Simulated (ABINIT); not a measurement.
Crystal: Sb.

```xyz
1
Lattice="-1.8713 1.8713 1.8713 1.8713 -1.8713 1.8713 1.8713 1.8713 -1.8713" Properties=species:S:1:pos:R:3 pbc="T T T"
Sb    0.0000    0.0000    0.0000
```

This isn't the form of Sb at room conditions, which is rhombohedral.

- Program: ABINIT 10.8.3 (patched build)
- Task: relaxation of cell and atoms
- Functional: LDA
- Potentials or basis: PseudoDojo NC SR LDA v0.4.1 standard
- Cutoff: 1143 eV
- k mesh: 8 × 8 × 8
- Occupations: fermi-dirac, width 0.05 eV
- Spin: no spin polarisation

At the start: pressure -2.1 GPa; volume 26.21 Å³/atom.

How do energy, volume and symmetry change on relaxing?

Over 5 steps the energy falls by 5.6 meV/atom and the volume is 25.38 Å³/atom (-3.2 %); space group Im-3m (No. 229, to 0.05 Å).

The path:
```
step  energy change (eV)  largest force (eV/Å)  pressure (GPa)  volume (Å³)
   1              0.0000                0.0000           -2.07        26.21
   2             -0.0019                0.0000           -1.70        26.05
   3             -0.0055                0.0000            0.16        25.33
   4             -0.0056                0.0000           -0.01        25.39
   5             -0.0056                0.0000            0.00        25.38
```

Final structure:
```yaml
crystal:
  lattice:
    - [-1.85141, 1.85141, 1.85141]
    - [1.85141, -1.85141, 1.85141]
    - [1.85141, 1.85141, -1.85141]
  atoms:
    - { symbol: Sb, position: [0.00000, 0.00000, 0.00000] }
```
